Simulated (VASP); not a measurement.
# Cu (P1) in VASP: single point with PBE

Aim: the single point of Cu with PBE.

Everything below comes from runs of VASP 6.6.1. Logs are shortened: lines on timing, memory, paths and dates and some standing lists are left out, and cuts for length are marked.

## 1. Starting point

The typed cell holds 4 atoms: a = 2.475 Å, b = 2.520 Å, c = 8.352 Å, α = 91.28°, β = 90.59°, γ = 121.12°.

This isn't the form of Cu at room conditions, which is fcc.

## 2. Single point, PBE

The input, INCAR:

```
PREC = Accurate ; ENCUT = 520
EDIFF = 1E-6 ; ISMEAR = 0
SIGMA = 0.1 ; LREAL = False
LASPH = True ; NELM = 100
ALGO = Normal ; ISIF = 2
LWAVE = False ; LCHARG = True
GGA = PE ; LELF = True
LVHAR = True ; NBANDS = 30
```

The input, KPOINTS:

```
Automatic mesh
0
Gamma
  7 7 2
```

The input, POSCAR:

```
Cu
1.0
    2.4744000000     -0.0375400000     -0.0132000000
   -1.2697200000      2.1770000000     -0.0284200000
   -0.0430800000     -0.1319900000      8.3511500000
Cu
4
Direct
    0.9932100000      0.9900900000      0.9993700000
    0.3220300000      0.6753700000      0.2465800000
    0.9748400000      0.9864300000      0.4964700000
    0.6741200000      0.3358900000      0.7588900000
```

Potentials or basis: VASP PAW PBE potentials, release 64 (Cu).

Command:

```
cat potpaw_PBE.64/Cu/POTCAR > POTCAR
mpirun -np 1 vasp_std > vasp.out
```

OUTCAR:

```text
PREC = Accurate
   ENCUT = 520
   EDIFF = 1E-6
   ISMEAR = 0
   LREAL = False
   LASPH = True
   NELM = 100
   ISIF = 2
   GGA = PE

 ion  position               nearest neighbor table
   1  0.993  0.990  0.999-   4 2.42   4 2.48   2 2.50   2 2.50   4 2.50   2 2.54
   2  0.322  0.675  0.247-   3 2.48   1 2.50   1 2.50   3 2.52   1 2.54   3 2.60
   3  0.975  0.986  0.496-   2 2.48   2 2.52   4 2.60   2 2.60   4 2.61   4 2.64
   4  0.674  0.336  0.759-   1 2.42   1 2.48   1 2.50   3 2.60   3 2.61   3 2.64

  LATTYP: Found a triclinic cell.
 ALAT       =     2.4556618697
 B/A-ratio  =     1.0077608749
 C/A-ratio  =     3.4012435468
 COS(alpha) =     0.0102506719
 COS(beta)  =     0.0332445320
 COS(gamma) =     0.4773832876

  Lattice vectors:

 A1 = (   1.2046800000,   2.1394600000,  -0.0416200000)
 A2 = (   2.4744000000,  -0.0375400000,  -0.0132000000)
 A3 = (   0.0430800000,   0.1319900000,  -8.3511500000)

Analysis of symmetry for initial positions (statically):
=====================================================================
 Subroutine PRICEL returns:
 Original cell was already a primitive cell.

 Routine SETGRP: Setting up the symmetry group for a
 triclinic supercell.

 Subroutine GETGRP returns: Found  1 space group operations
 (whereof  1 operations were pure point group operations)
 out of a pool of  2 trial point group operations.

The static configuration has the point symmetry C_1 .

Analysis of symmetry for dynamics (positions and initial velocities):
=====================================================================
 Subroutine PRICEL returns:
 Original cell was already a primitive cell.

 Routine SETGRP: Setting up the symmetry group for a
 triclinic supercell.

 Subroutine GETGRP returns: Found  1 space group operations
 (whereof  1 operations were pure point group operations)
 out of a pool of  2 trial point group operations.

The dynamic configuration has the point symmetry C_1 .

 Subroutine INISYM returns: Found  1 space group operations
 (whereof  1 operations are pure point group operations),
 and found     1 'primitive' translations

----------------------------------------------------------------------------------------

                                     Primitive cell

  volume of cell :      44.5749

  direct lattice vectors                    reciprocal lattice vectors
     2.474400000 -0.037540000 -0.013200000     0.407779088  0.237910846  0.005863740
    -1.269720000  2.177000000 -0.028420000     0.007072245  0.463568687  0.007363190
    -0.043080000 -0.131990000  8.351150000     0.000668612  0.001953629  0.119778314

  length of vectors
     2.474719954  2.520382030  8.352304087     0.472143769  0.463681099  0.119796111

  position of ions in fractional coordinates (direct lattice)
     0.993210000  0.990090000  0.999370000
     0.322030000  0.675370000  0.246580000
     0.974840000  0.986430000  0.496470000
     0.674120000  0.335890000  0.758890000

  ion indices of the primitive-cell ions
   primitive index   ion index
                 1           1
                 2           2
                 3           3
                 4           4

----------------------------------------------------------------------------------------

 KPOINTS: Automatic mesh

Automatic generation of k-mesh.
 Grid dimensions read from file:
 generate k-points for:    7    7    2

 Generating k-lattice:

  Cartesian coordinates                     Fractional coordinates (reciprocal lattice)
     0.058254155  0.033987264  0.000837677     0.142857143 -0.000000000  0.000000000
     0.001010321  0.066224098  0.001051884    -0.000000000  0.142857143  0.000000000
     0.000334306  0.000976814  0.059889157    -0.000000000  0.000000000  0.500000000

  Length of vectors
     0.067449110  0.066240157  0.059898055

  Shift w.r.t. Gamma in fractional coordinates (k-lattice)
     0.000000000  0.000000000  0.000000000

 Subroutine IBZKPT returns following result:
 ===========================================

 Found     50 irreducible k-points:

 Following reciprocal coordinates:
            Coordinates               Weight
  0.000000  0.000000  0.000000      1.000000
  0.142857 -0.000000  0.000000      2.000000
  0.285714 -0.000000  0.000000      2.000000
  0.428571 -0.000000  0.000000      2.000000
  0.000000  0.142857  0.000000      2.000000
  0.142857  0.142857  0.000000      2.000000
[... 16 lines left out ...]
 -0.428571  0.428571  0.000000      2.000000
 -0.285714  0.428571  0.000000      2.000000
 [... further k-points ...]
   k-points           NKPTS =     50   k-points in BZ     NKDIM =     50   number of bands    NBANDS=     30
   number of dos      NEDOS =    301   number of ions     NIONS =      4
   total plane-waves  NPLWV =  23040
   dimension x,y,z NGX =    18 NGY =   20 NGZ =   64
   dimension x,y,z NGXF=    36 NGYF=   40 NGZF=  128
   ions per type =               4
   NGX,Y,Z   is equivalent  to a cutoff of  12.09, 13.19, 12.74 a.u.
   NGXF,Y,Z  is equivalent  to a cutoff of  24.18, 26.38, 25.48 a.u.
 SYSTEM =  unknown system
   PREC   = accura    normal or accurate (medium, high low for compatibility)
   ISTART =      0    job   : 0-new  1-cont  2-samecut
   ICHARG =      2    charge: 1-file 2-atom 10-const
   ISPIN  =      1    spin polarized calculation?
   LNONCOLLINEAR =      F non collinear calculations
   LSORBIT =      F    spin-orbit coupling
   LASPH  =      T    aspherical Exc in radial PAW
   ENCUT  =  520.0 eV  38.22 Ry    6.18 a.u.   4.60  4.69 15.53*2*pi/ulx,y,z
   NELM   =    100;   NELMIN=  2; NELMDL= -5     # of ELM steps
   EDIFF  = 0.1E-05   stopping-criterion for ELM
   LREAL  =      F    real-space projection
   EDIFFG = 0.1E-04   stopping-criterion for IOM
   NSW    =      0    number of steps for IOM
   IBRION =     -1    ionic relax: 0-MD 1-quasi-New 2-CG
   NFREE  =      0    steps in history (QN), initial steepest desc. (CG)
   ISIF   =      2    stress and relaxation
   ISYM   =      2    0-nonsym 1-usesym 2-fastsym
   POTIM  = 0.5000    time-step for ionic-motion
   TEBEG  =    0.0;   TEEND  =   0.0 temperature during run
   PSTRESS=    0.0 pullay stress
   NELECT =      44.0000    total number of electrons
   NUPDOWN=      -1.0000    fix difference up-down
   EMIN   =  10.00;   EMAX   =-10.00  energy-range for DOS
   EFERMI =   0.00;   METHOD = LEGACY
   ISMEAR =     0;   SIGMA  =   0.10  broadening in eV -4-tet -1-fermi 0-gaus
   EFERMI_NEDOS =   21; number of points for ismear=-14 and -15
   IALGO  =     38    algorithm
   IMIX   =      4    mixing-type and parameters
     AMIX     =   0.40;   BMIX     =  1.00
     AMIX_MAG =   1.60;   BMIX_MAG =  1.00
  volume/ion in A,a.u.               =      11.14        75.20
  Fermi-wavevector in a.u.,A,eV,Ry     =   1.630030  3.080311 36.150663  2.656999
  Thomas-Fermi vector in A             =   2.722399
   LORBIT       =      0    0 simple, 1 ext, 2 COOP (PROOUT), +10 PAW based schemes
   GGA     = PE    functional components
   LHFCALC =     F    Hartree Fock is set to
   AEXX    =    0.0000 exact exchange contribution
   IVDW    =     0    specifies the selected vdW correction
   LEPSILON=     F    determine dielectric tensor
   LRPA    =     F    only Hartree local field effects (RPA)
 non-spin polarized calculation
 Gauss-broadening in eV      SIGMA  =   0.10
  energy-cutoff  :      520.00
  volume of cell :       44.57
 maximum number of plane-waves:      1218
   NGX =  9   NGY =  9   NGZ = 31

 number of electron      43.9999998 magnetization

 Free energy of the ion-electron system (eV)
  ---------------------------------------------------
  ext. energy  EPLUGINS =         0.00000000
  ---------------------------------------------------
  free energy    TOTEN  =       -14.75908685 eV

  energy without entropy =      -14.75303969  energy(sigma->0) =      -14.75606327

 E-fermi :   8.2705     XC(G=0): -13.0633

 val. band max:        8.2270726584   @ k =   0.2857   0.1429   0.0000
 cond. band min:       8.2930863694   @ k =   0.1429   0.1429   0.5000
 fundamental gap:      0.0660137111
 Fermi energy:         8.2704725204

 k-point     1 :       0.0000    0.0000    0.0000
  band No.  band energies     occupation
      1      -1.4901      2.00000
      2       0.5557      2.00000
      3       0.7375      2.00000
      4       2.8283      2.00000
      5       4.6933      2.00000
      6       4.8039      2.00000
[... 22 lines left out ...]
     29      30.8234      0.00000
     30      31.2970      0.00000

 k-point     2 :       0.1429   -0.0000    0.0000
  band No.  band energies     occupation
      1      -0.7746      2.00000
      2       1.1726      2.00000
      3       1.3784      2.00000
      4       3.2486      2.00000
      5       4.5295      2.00000
      6       4.6761      2.00000
[... 22 lines left out ...]
     29      26.9040      0.00000
     30      27.3312      0.00000

 k-point     3 :       0.2857   -0.0000    0.0000
  band No.  band energies     occupation
      1       1.1562      2.00000
      2       2.5515      2.00000
      3       2.7160      2.00000
      4       3.7749      2.00000
      5       4.1570      2.00000
      6       4.3352      2.00000
[... 22 lines left out ...]
     29      22.4099      0.00000
     30      23.2826      0.00000

 k-point     4 :       0.4286   -0.0000    0.0000
  band No.  band energies     occupation
      1       2.8462      2.00000
      2       3.0617      2.00000
      3       3.3068      2.00000
      4       3.5824      2.00000
      5       3.9095      2.00000
      6       4.1113      2.00000
[... 616 lines left out ...]
     29      18.4286      0.00000
     30      18.7721      0.00000

 k-point    23 :      -0.4286    0.4286    0.0000
  band No.  band energies     occupation
      1       2.7867      2.00000
      2       2.9967      2.00000
      3       3.2303      2.00000
      4       3.5658      2.00000
      5       3.9135      2.00000
      6       4.0723      2.00000
[... 22 lines left out ...]
     29      19.8799      0.00000
     30      20.3270      0.00000

 k-point    24 :      -0.2857    0.4286    0.0000
  band No.  band energies     occupation
      1       2.4646      2.00000
      2       3.1744      2.00000
      3       3.2781      2.00000
      4       3.8588      2.00000
      5       4.0539      2.00000
      6       4.2410      2.00000
[... 22 lines left out ...]
     29      19.5864      0.00000
     30      21.4617      0.00000

 [... further k-points ...]
[... 5 lines left out ...]
  --------------------------------------------------------------------------------------
  -------------------------------------------------------------------------------------
  Total        4.5509975      4.0714669      2.3151736      0.6366958      0.2760729      0.0181753
  in kB      163.5788049    146.3427933     83.2154567     22.8850801      9.9230267      0.6532831
  external PRESSURE =     131.0456850 kB  Pullay stress =       0.0000000 kB

 VOLUME and BASIS-vectors are now :
 -----------------------------------------------------------------------------
  energy-cutoff  :      520.00
  volume of cell :       44.57
      direct lattice vectors                 reciprocal lattice vectors
     2.474400000 -0.037540000 -0.013200000     0.407779088  0.237910846  0.005863740
    -1.269720000  2.177000000 -0.028420000     0.007072245  0.463568687  0.007363190
    -0.043080000 -0.131990000  8.351150000     0.000668612  0.001953629  0.119778314

 POSITION                                       TOTAL-FORCE (eV/Angst)
 -----------------------------------------------------------------------------------
      1.15741      1.98623      8.30464        -0.026058      0.096671      0.286676
     -0.07132      1.42565      2.03578        -0.069176     -0.057566      0.129790
      1.13827      2.04533      4.10519         0.069625      0.061362      0.394967
      1.20886      0.60576      6.31916         0.025609     -0.100467     -0.811433
 -----------------------------------------------------------------------------------
    total drift:                                0.000194     -0.000176      0.000801

  FREE ENERGIE OF THE ION-ELECTRON SYSTEM (eV)
  ---------------------------------------------------
  free  energy   TOTEN  =       -14.7590868507 eV

  energy  without entropy=      -14.7530396903  energy(sigma->0) =      -14.75606327
```

Wall time 32 s (1 thread of Intel Xeon Platinum 8559C (Emerald Rapids), shared host); peak memory 0.18 GiB.

What came out:

```
Free energy            : -14.7591 eV
Pressure               : 13.1 GPa
Largest force          : 0.818 eV/Å
Band gap on the k mesh : none (metal or under the smearing width)
```

Forces on the atoms (eV/Å):
```
Cu  -0.026  0.097  0.287
Cu  -0.069 -0.058  0.130
Cu   0.070  0.061  0.395
Cu   0.026 -0.100 -0.811
```

Stress tensor (GPa, compression positive):
```
16.36  2.29  0.07
 2.29 14.63  0.99
 0.07  0.99  8.32
```

Levels at points of the mesh, in eV from the Fermi level:
| k point | band 20 | band 21 | band 22 | band 23 | band 24 | band 25 |
| --- | --- | --- | --- | --- | --- | --- |
| (0.00, 0.00, 0.00) | -2.00 | -1.94 | -1.71 | -1.69 | -1.37 | 3.68 |
| (0.00, 0.00, 0.50) | -2.18 | -1.87 | -1.85 | -1.77 | -1.76 | 6.48 |

Caveat: the k mesh is coarse (spacing up to 0.42 Å⁻¹), so the values aren't converged.
